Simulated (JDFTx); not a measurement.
## Si: equation of state with LDA

Si:

```
CELL_PARAMETERS angstrom
0.00000 2.72185 2.72185
2.72185 0.00000 2.72185
2.72185 2.72185 0.00000
ATOMIC_POSITIONS crystal
Si 0.50000 0.50000 0.50000
Si 0.75000 0.75000 0.75000
```

| Item | Value |
| --- | --- |
| Program | JDFTx 1.7.0 (patched build) |
| Task | equation of state |
| Functional | LDA |
| Potentials or basis | PseudoDojo-SR-LDA-0.4.1-standard with smoothed tails |
| Cutoff | 435 eV |
| Density cutoff | 3483 eV |
| k mesh | 8 × 8 × 8 |
| Occupations | fermi-dirac, width 0.05 eV |
| Spin | no spin polarisation |
| Local potential set to -Z/r beyond | 6 bohr |
| Bands | 9 |
| Density cutoff over wavefunction cutoff | 8 |
| Max SCF steps | 100 |
| SCF threshold on the energy | 1e-09 Ha |
| Solver of the electrons | scf |

- Equilibrium volume: 19.62 Å³/atom
- Bulk modulus: 96 GPa
- Pressure derivative of the bulk modulus: 4.3

Energy against volume, from the lowest point:
```tsv
volume (Å³/atom)	energy (meV/atom)
18.955	6.94
19.358	0.79
19.761	0.00
20.165	4.01
20.568	12.33
20.971	24.52
21.375	40.15
```
